Q: How stiff is boron arsenide, and what do its elastic constants mean?

A: They are of the order of 100 GPa: shrinking the volume by one per cent takes a pressure of more than 1 GPa. The bulk modulus $B$ measures that resistance. If one cube edge is stretched and the other two are held, $C_{11}$ gives the stress along the stretched edge and $C_{12}$ the stress along the held ones. $C_{44}$ is the resistance to a shear that tilts two cube edges towards each other.

Computed constants of zinc-blende BAs from Ansatz 0.2.0: DFT with the PBEsol functional, plane waves (PAW, 420 eV cutoff) and a 10×10×10 k mesh. They are zero-temperature values from strains of amplitude 0.002 applied to the relaxed cell, with the atoms relaxed in each strained cell; the Cartesian axes lie along the cube edges. The rows were drawn from a pool: of 90 crystals with a measured lattice constant, 2 whose relaxed edge lies over 5 % from it were taken for other phases and got no table, so the agreement shown is better than for the whole pool.

| row | computed constant (GPa) | what it is | measured constant (GPa) | label in the paper, method, sample | temperature of the measurement (K) | source |
| --- | --- | --- | --- | --- | --- | --- |
| 1 | 72 | C12 on the cell's Cartesian axes | n/a | n/a | n/a | n/a |
| 2 | n/a | n/a | 79.5 | C12; from C11 and literature bulk modulus; bulk crystal | n/a | arXiv:1911.11281 (2019) |
| 3 | 140.5 | bulk modulus (Hill) | n/a | n/a | n/a | n/a |
| 4 | n/a | n/a | 148 | literature experimental value; not stated; bulk crystal | n/a | arXiv:1911.11281 (2019) |
| 5 | n/a | n/a | 149 | C44; picosecond ultrasonics with literature bulk modulus; bulk crystal | 300 | arXiv:1911.11281 (2019) |
| 6 | 150 | C44 on the cell's Cartesian axes | n/a | n/a | n/a | n/a |
| 7 | 278 | C11 on the cell's Cartesian axes | n/a | n/a | n/a | n/a |
| 8 | n/a | n/a | 285 | C11; surface acoustic waves and picosecond ultrasonics; bulk crystal | n/a | arXiv:1911.11281 (2019) |

In the computed set $C_{11}$ is the largest and $C_{12}$ the smallest. Row 4 is the measured bulk modulus, because in a cubic crystal $B=(C_{11}+2C_{12})/3$, and the measured constants give $(285+2\times79.5)/3=148$ GPa.

Q: Each atom has only four neighbours. Why doesn't such an open network fold up under shear?

A: Consider a square frame of four rods hinged at the corners. It folds into a diamond shape although no rod changes length, and only stiff corners prevent this. Springs along the bonds alone would leave the crystal equally helpless. Its stiff corners are the bond angles, which directed covalent bonds hold near the tetrahedral value. The comparison ends there, since the flat frame has nothing like the second atom of the crystal's cell, which can shift against the first.

Q: Can that picture predict a number?

A: Yes, with the Keating model, which has one constant $p$ for stretching bonds and one constant $q$ for bending angles, both expressed here in GPa. It gives

$$C_{11}=p+3q,\qquad C_{12}=p-q,\qquad C_{44}=\frac{4pq}{p+q}.$$

The computed $C_{11}$ and $C_{12}$ fix both constants: $q=(278-72)/4=51.5$ and $p=72+51.5=123.5$. Then

$$C_{44}=\frac{4\times123.5\times51.5}{123.5+51.5}\approx145\ \text{GPa}.$$

The full calculation gives 150 GPa, a value that played no part in setting $p$ and $q$, so the model is 3% too low. It leaves out the charges on the atoms and all forces of longer range. One successful relation supports the picture of stretching and bending, but other force models could satisfy it too.

Q: What would change if the atoms were not allowed to relax in the strained cell?

A: $C_{44}$ would rise, while the other constants would stay the same by symmetry. Tilting the cube edges strains the four bonds of an atom unequally, which pushes boron and arsenic in opposite directions. The calculation shows this force, and it vanishes once the atoms have moved. The shift trades costly stretching for cheaper bending, and the spring model puts the resulting softening at some tens of GPa. A calculation with clamped atoms would therefore describe a crystal that is too stiff in this shear.

Q: Does it matter in which direction I load a wafer or a beam?

A: It does. Young's modulus, the stress per unit stretch with the sides free, is 248 GPa along a cube edge and 332 GPa along the body diagonal, as computed. A pull along the edge combines a volume change with a shear that lengthens one edge and shortens the other two. To first order that shear leaves every bond length unchanged and only bends angles. A pull along the diagonal brings in the $C_{44}$ shear instead, which also stretches bonds and is therefore harder.

The spring model extends this to related crystals: the weaker the angle forces are beside the stretching forces, the larger the ratio of the two Young's moduli becomes, up to a limit of 2. There is a limit because the atoms then shift so as to avoid nearly all stretching, at the price of more bending. Gallium arsenide, with its longer and more polar bonds, is known to be both softer and more anisotropic.

Q: $C_{12}$ is 9% below the measured value. Is it the worst result of the calculation?

A: Not necessarily, because the measured $C_{12}$ was itself derived, from the measured $C_{11}$ and a literature bulk modulus, through $C_{12}=(3B-C_{11})/2$. Any error in $B$ enters one and a half times. If the computed $B$ is put in place of the literature one, the same measured $C_{11}$ gives 68 GPa, and the computed 72 GPa is then too high instead of too low. The close agreement in $C_{11}-C_{12}$, 206 GPa computed against 205.5 GPa measured, depends on the literature $B$ just as strongly.

Q: Which digits may I use, then, and would room temperature remove the disagreement?

A: For design I would take $C_{11}$ as about 280 GPa, $C_{44}$ and $B$ as roughly 150 and 140 to 150 GPa, and $C_{12}$ as 70 to 80 GPa. The computed $C_{11}$ and $B$ lie 2% and 5% below the measured values. Heat and zero-point motion, which the calculation leaves out, normally soften a crystal, so including them would probably widen these two gaps. The density functional may be responsible, but so may the numerical settings and, for $B$, the literature value itself. The printed analysis below lists the differences and the spring-model test for both sets of constants.

Output of the analysis:

```
C11 computed less measured (GPa): -7
C12 computed less measured (GPa): -7.5
bulk modulus computed less measured (GPa): -7.5
C44 computed less measured (GPa): 1
C11 difference (percent of measured): -2.456
C12 difference (percent of measured): -9.434
bulk modulus difference (percent of measured): -5.068
bulk modulus from computed C11 and C12 (GPa): 140.7
bulk modulus from measured C11 and C12 (GPa): 148
C11 less C12, computed (GPa): 206
C11 less C12, measured (GPa): 205.5
C12 over C44, computed (Cauchy relation would give 1): 0.48
C12 over C44, measured: 0.5336
C44 from the spring network with computed C11 and C12 (GPa): 145.4
C44 from the spring network with measured C11 and C12 (GPa): 147.6
crude softening of C44 by atomic relaxation in the network, order of magnitude only (GPa): 29.62
anisotropy 2 C44/(C11-C12), computed (1 is isotropic): 1.456
Young modulus along the cube edge, computed (GPa): 248.4
Young modulus along the body diagonal, computed (GPa): 332
C12 from measured C11 and computed bulk modulus (GPa): 68.25
C11 less C12 from measured C11 and computed bulk modulus (GPa): 216.8
```
